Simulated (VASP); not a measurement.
# SnO2 (Cassiterite) (P4_2/mnm) in VASP: further runs

One crystal, SnO2 (Cassiterite), is run at these levels: PBE; tasks: dielectric tensor.

Everything below comes from runs of VASP 6.6.1. Logs are shortened: lines on timing, memory, paths and dates and some standing lists are left out, and cuts for length are marked.

### Step 1. Starting point

The structure is tetragonal, space group P4_2/mnm (No. 136). Conventional cell: a = 4.738 Å, b = 4.738 Å, c = 3.187 Å, α = 90.00°, β = 90.00°, γ = 90.00°. Sn (site symmetry mmm) is surrounded by 6 O at 2.05 to 2.06 Å. O (site symmetry m2m) has 3 Sn at 2.05 to 2.06 Å as nearest neighbours.

### Step 2. Dielectric tensor, PBE

Input file INCAR:

```
SYSTEM = SnO2
PREC = Accurate
ENCUT = 460
EDIFF = 1E-8
ISMEAR = 0
SIGMA = 0.01
LREAL = .FALSE.
LASPH = .TRUE.
NELM = 100
ALGO = Normal
ISIF = 2
LWAVE = .FALSE.
LCHARG = .FALSE.
GGA = PE
LEPSILON = .TRUE.
```

Input file KPOINTS:

```
regular mesh
0
G
  4 4 5
  0 0 0
```

Input file POSCAR:

```
SnO2
1.0
    4.7380000000      0.0000000000      0.0000000000
    0.0000000000      4.7380000000      0.0000000000
    0.0000000000      0.0000000000      3.1865000000
Sn O
2 4
Direct
    0.5000000000      0.5000000000      0.5000000000
    0.0000000000      0.0000000000      0.0000000000
    0.8071000000      0.1929000000      0.5000000000
    0.6929000000      0.6929000000      0.0000000000
    0.1929000000      0.8071000000      0.5000000000
    0.3071000000      0.3071000000      0.0000000000
```

Potentials or basis: VASP PAW PBE potentials, release 64 (Sn_d, O).

Run with:

```
$ cat potpaw_PBE.64/Sn_d/POTCAR potpaw_PBE.64/O/POTCAR > POTCAR
$ mpirun -np 1 vasp_std > vasp.out
```

OUTCAR:

```text
SYSTEM = SnO2
   PREC = Accurate
   ENCUT = 460
   EDIFF = 1E-8
   ISMEAR = 0
   LREAL = .FALSE.
   LASPH = .TRUE.
   NELM = 100
   ISIF = 2
   GGA = PE
   LEPSILON = .TRUE.

 Found     18 irreducible k-points:

 Following reciprocal coordinates:
            Coordinates               Weight
  0.000000  0.000000  0.000000      1.000000
  0.250000  0.000000  0.000000      4.000000
  0.500000  0.000000  0.000000      2.000000
  0.250000  0.250000  0.000000      4.000000
  0.500000  0.250000  0.000000      4.000000
  0.500000  0.500000  0.000000      1.000000
   k-points           NKPTS =     18   k-points in BZ     NKDIM =     18   number of bands    NBANDS=     31
   number of dos      NEDOS =    301   number of ions     NIONS =      6
   total plane-waves  NPLWV =  31104
   dimension x,y,z NGX =    36 NGY =   36 NGZ =   24
   dimension x,y,z NGXF=    72 NGYF=   72 NGZF=   48
   ions per type =               2   4
   NGX,Y,Z   is equivalent  to a cutoff of  12.63, 12.63, 12.52 a.u.
   NGXF,Y,Z  is equivalent  to a cutoff of  25.26, 25.26, 25.04 a.u.
 SYSTEM =  SnO2
   PREC   = accura    normal or accurate (medium, high low for compatibility)
   ISTART =      0    job   : 0-new  1-cont  2-samecut
   ICHARG =      2    charge: 1-file 2-atom 10-const
   ISPIN  =      1    spin polarized calculation?
   LNONCOLLINEAR =      F non collinear calculations
   LSORBIT =      F    spin-orbit coupling
   LASPH  =      T    aspherical Exc in radial PAW
   ENCUT  =  460.0 eV  33.81 Ry    5.81 a.u.   8.29  8.29  5.57*2*pi/ulx,y,z
   NELM   =    100;   NELMIN=  2; NELMDL= -5     # of ELM steps
   EDIFF  = 0.1E-07   stopping-criterion for ELM
   LREAL  =      F    real-space projection
   EDIFFG = 0.1E-06   stopping-criterion for IOM
   NSW    =      0    number of steps for IOM
   IBRION =     -1    ionic relax: 0-MD 1-quasi-New 2-CG
   NFREE  =      0    steps in history (QN), initial steepest desc. (CG)
   ISIF   =      2    stress and relaxation
   ISYM   =      2    0-nonsym 1-usesym 2-fastsym
   POTIM  = 0.5000    time-step for ionic-motion
   TEBEG  =    0.0;   TEEND  =   0.0 temperature during run
   PSTRESS=    0.0 pullay stress
   NELECT =      52.0000    total number of electrons
   NUPDOWN=      -1.0000    fix difference up-down
   EMIN   =  10.00;   EMAX   =-10.00  energy-range for DOS
   EFERMI =   0.00;   METHOD = LEGACY
   ISMEAR =     0;   SIGMA  =   0.01  broadening in eV -4-tet -1-fermi 0-gaus
   EFERMI_NEDOS =   21; number of points for ismear=-14 and -15
   IALGO  =     38    algorithm
   IMIX   =      4    mixing-type and parameters
     AMIX     =   0.40;   BMIX     =  1.00
     AMIX_MAG =   1.60;   BMIX_MAG =  1.00
  volume/ion in A,a.u.               =      11.92        80.45
  Fermi-wavevector in a.u.,A,eV,Ry     =   1.472000  2.781677 29.480903  2.166785
  Thomas-Fermi vector in A             =   2.587068
   LORBIT       =      0    0 simple, 1 ext, 2 COOP (PROOUT), +10 PAW based schemes
   GGA     = PE    functional components
   LHFCALC =     F    Hartree Fock is set to
   AEXX    =    0.0000 exact exchange contribution
   IVDW    =     0    specifies the selected vdW correction
   LEPSILON=     T    determine dielectric tensor
   LRPA    =     F    only Hartree local field effects (RPA)
 non-spin polarized calculation
 Gauss-broadening in eV      SIGMA  =   0.01
  energy-cutoff  :      460.00
  volume of cell :       71.53
 maximum number of plane-waves:      1632
 NGX is ok and might be reduce to    36
   NGX = 17   NGY = 17   NGZ = 11

--------------------------------------- Ionic step        1  -------------------------------------------

 number of electron      51.9999993 magnetization

 E-fermi :   6.1867     XC(G=0): -11.2573

 val. band max:        6.1435931685   @ k =   0.0000   0.0000   0.0000
 cond. band min:       7.4165871007   @ k =   0.0000   0.0000   0.0000
 fundamental gap:      1.2729939321
 Fermi energy:         6.1866537374

 k-point     1 :       0.0000    0.0000    0.0000
  band No.  band energies     occupation
      1     -14.9637      2.00000
      2     -14.1859      2.00000
      3     -13.9031      2.00000
      4     -13.8810      2.00000
      5     -13.8810      2.00000
      6     -13.8010      2.00000
[... 23 lines left out ...]
     30      12.4937      0.00000
     31      16.6309      0.00000

 k-point     2 :       0.2500    0.0000    0.0000
  band No.  band energies     occupation
      1     -14.8680      2.00000
      2     -14.2990      2.00000
      3     -13.9031      2.00000
      4     -13.8773      2.00000
      5     -13.8772      2.00000
      6     -13.8683      2.00000
[... 23 lines left out ...]
     30      12.9319      0.00000
     31      17.0544      0.00000

 k-point     3 :       0.5000    0.0000    0.0000
  band No.  band energies     occupation
      1     -14.6058      2.00000
      2     -14.6058      2.00000
      3     -13.9010      2.00000
      4     -13.9010      2.00000
      5     -13.8733      2.00000
      6     -13.8733      2.00000
[... 23 lines left out ...]
     30      13.2359      0.00000
     31      17.1207      0.00000

 k-point     4 :       0.2500    0.2500    0.0000
  band No.  band energies     occupation
      1     -14.8188      2.00000
      2     -14.4217      2.00000
      3     -13.9006      2.00000
      4     -13.8823      2.00000
      5     -13.8759      2.00000
      6     -13.8733      2.00000
[... 23 lines left out ...]
     30      13.2128      0.00000
     31      16.8280      0.00000

 k-point     5 :       0.5000    0.2500    0.0000
  band No.  band energies     occupation
      1     -14.6569      2.00000
      2     -14.6569      2.00000
      3     -13.8874      2.00000
      4     -13.8874      2.00000
      5     -13.8786      2.00000
      6     -13.8786      2.00000
[... 23 lines left out ...]
     30      13.4624      0.00000
     31      17.0712      0.00000

 k-point     6 :       0.5000    0.5000    0.0000
  band No.  band energies     occupation
      1     -14.7029      2.00000
      2     -14.7029      2.00000
      3     -13.8836      2.00000
      4     -13.8836      2.00000
      5     -13.8768      2.00000
      6     -13.8768      2.00000
[... 23 lines left out ...]
     30      13.6695      0.00000
     31      17.1512      0.00000

 [... further k-points ...]

  FORCE on cell =-STRESS in cart. coord.  units (eV):
  Direction    XX          YY          ZZ          XY          YZ          ZX
  --------------------------------------------------------------------------------------
  -------------------------------------------------------------------------------------
  Total        4.3843020      4.3843020      5.9090395     -0.0000000      0.0000000      0.0000000
  in kB       98.1989861     98.1989861    132.3498469     -0.0000000      0.0000000      0.0000000
  external PRESSURE =     109.5826064 kB  Pullay stress =       0.0000000 kB

 VOLUME and BASIS-vectors are now :
 -----------------------------------------------------------------------------
  energy-cutoff  :      460.00
  volume of cell :       71.53
      direct lattice vectors                 reciprocal lattice vectors
     4.738000000  0.000000000  0.000000000     0.211059519  0.000000000  0.000000000
     0.000000000  4.738000000  0.000000000     0.000000000  0.211059519  0.000000000
     0.000000000  0.000000000  3.186500000     0.000000000  0.000000000  0.313823945

 POSITION                                       TOTAL-FORCE (eV/Angst)
 -----------------------------------------------------------------------------------
      2.36900      2.36900      1.59325        -0.000000      0.000000      0.000000
      0.00000      0.00000      0.00000        -0.000000      0.000000      0.000000
      3.82404      0.91396      1.59325        -0.207839      0.207839      0.000000
      3.28296      3.28296      0.00000         0.207839      0.207839      0.000000
      0.91396      3.82404      1.59325         0.207839     -0.207839     -0.000000
      1.45504      1.45504      0.00000        -0.207839     -0.207839     -0.000000
 -----------------------------------------------------------------------------------
    total drift:                               -0.000000      0.000000      0.000000

  FREE ENERGIE OF THE ION-ELECTRON SYSTEM (eV)
  ---------------------------------------------------
  free  energy   TOTEN  =       -37.1702874535 eV

  energy  without entropy=      -37.1702874535  energy(sigma->0) =      -37.17028745

 HEAD OF MICROSCOPIC STATIC DIELECTRIC TENSOR (INDEPENDENT PARTICLE, excluding Hartree and local field effects)
 ------------------------------------------------------
           4.513359     0.000000     0.000000
           0.000000     4.513359     0.000000
           0.000000     0.000000     4.750387
 ------------------------------------------------------

 Free energy of the ion-electron system (eV)
  ---------------------------------------------------
  ---------------------------------------------------
  free energy    TOTEN  =        -0.72423859 eV

  energy without entropy =       -0.72423859

------------------------ aborting loop because EDIFF is reached ----------------------------------------

--------------------------------------- Ionic step        2  -------------------------------------------

------------------------ aborting loop because EDIFF is reached ----------------------------------------

--------------------------------------- Ionic step        3  -------------------------------------------

 Free energy of the ion-electron system (eV)
  ---------------------------------------------------
  ---------------------------------------------------
  free energy    TOTEN  =        -0.77388975 eV

  energy without entropy =       -0.77388975

------------------------ aborting loop because EDIFF is reached ----------------------------------------

 PIEZOELECTRIC TENSOR FIELD DIRECTION 3  (e Angst)
 -----------------------------------------------------------------------------
     0.00107 -0.00000  0.00000           ( -0.00001 -0.00000  0.00000)
    -0.00000  0.00107  0.00000           ( -0.00000 -0.00001  0.00000)
     0.00000  0.00000 -0.00365           (  0.00000  0.00000 -0.00014)

 PIEZOELECTRIC TENSOR FIELD DIRECTION 3  (C/m^2)
 -----------------------------------------------------------------------------
     0.00024 -0.00000  0.00000
    -0.00000  0.00024  0.00000
     0.00000  0.00000 -0.00082

 MACROSCOPIC STATIC DIELECTRIC TENSOR (including local field effects in DFT)
 ------------------------------------------------------
           4.439285     0.000000     0.000000
          -0.000000     4.439285     0.000000
           0.000000     0.000000     4.666368
 ------------------------------------------------------

 PIEZOELECTRIC TENSOR (including local field effects)  for field in x, y, z        (e  Angst)
          XX          YY          ZZ          XY          YZ          ZX
  --------------------------------------------------------------------------------
  x     0.00000     0.00000     0.00000     0.00000     0.00000     0.00000
  y     0.00000     0.00000     0.00000     0.00000     0.00000     0.00000
  z     0.00000     0.00000     0.00000     0.00000     0.00000     0.00000

 PIEZOELECTRIC TENSOR (including local field effects)  for field in x, y, z        (C/m^2)
          XX          YY          ZZ          XY          YZ          ZX
  --------------------------------------------------------------------------------
  x     0.00000     0.00000     0.00000     0.00000     0.00000     0.00000
  y     0.00000     0.00000     0.00000     0.00000     0.00000     0.00000
  z     0.00000     0.00000     0.00000     0.00000     0.00000     0.00000

 BORN EFFECTIVE CHARGES (including local field effects) (in |e|, cummulative output)
 ---------------------------------------------------------------------------------
 ion    1
    1     4.08072    -0.44711     0.00000
    2    -0.44711     4.08072     0.00000
    3     0.00000     0.00000     4.47516
 ion    2
    1     4.08072     0.44711     0.00000
    2     0.44711     4.08072     0.00000
    3     0.00000     0.00000     4.47516
 ion    3
    1    -2.04036     0.70482     0.00000
    2     0.70482    -2.04036     0.00000
    3     0.00000     0.00000    -2.23758
 ion    4
    1    -2.04036    -0.70482     0.00000
    2    -0.70482    -2.04036     0.00000
    3     0.00000     0.00000    -2.23758
 ion    5
    1    -2.04036     0.70482     0.00000
    2     0.70482    -2.04036     0.00000
    3     0.00000     0.00000    -2.23758
 ion    6
    1    -2.04036    -0.70482     0.00000
    2    -0.70482    -2.04036     0.00000
    3     0.00000     0.00000    -2.23758
```

Wall time 5.5 min (1 thread of AMD EPYC 9R14 (Zen 4), shared host); peak memory 0.25 GiB.

The run converged, but some of its settings lie outside the range that counts as converged, so its numbers aren't taken as properties of the crystal.

What came out:

* Band gap on the k mesh: 1.27 eV, direct
* Electronic dielectric tensor (diagonal): 4.44, 4.44, 4.67
* Born charges (mean of the diagonal): Sn +4.21; O -2.11 e

Caveat: the cutoff is under 1.25 times the usual one of these potentials, so pressure, stress and relaxed cells hold a basis-set (Pulay) error; spin-orbit coupling is left out, which moves the levels of the heavy elements.

(Part 1 of 2 ends here.)
